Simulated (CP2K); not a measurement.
The system is GaAs.

```
CELL_PARAMETERS angstrom
3.99777 0.00000 0.00000
1.99888 3.46217 0.00000
1.99888 1.15406 3.26417
ATOMIC_POSITIONS crystal
As 0.75000 0.75000 0.75000
Ga 0.00000 0.00000 0.00000
```

Base run:

```yaml
Program: CP2K 2026.2
Functional: PBE
Dispersion: D3(BJ)
Potentials_or_basis: POTENTIAL_UZH As GTH-PBE-q5, Ga GTH-PBE-q13; TZVP-MOLOPT-PBE-GTH basis
Density_cutoff: 6123 eV
k_mesh: 8 × 8 × 8
Occupations: fermi-dirac, width 0.05 eV
Spin: no spin polarisation
```

Its results: band gap on the k mesh 0.48 eV, direct; pressure 1.5 GPa.

Problem. The run is repeated on the same cell with these changes: dispersion from D3(BJ) to D3. What comes out?

Solution. Band gap on the k mesh 0.48 eV, direct; pressure 2.5 GPa.

Caveats: the basis of atomic orbitals isn't converged, which shifts pressures, moduli and gaps; the real-space grid breaks the cell's symmetry a little.

A k mesh can miss the band edges.
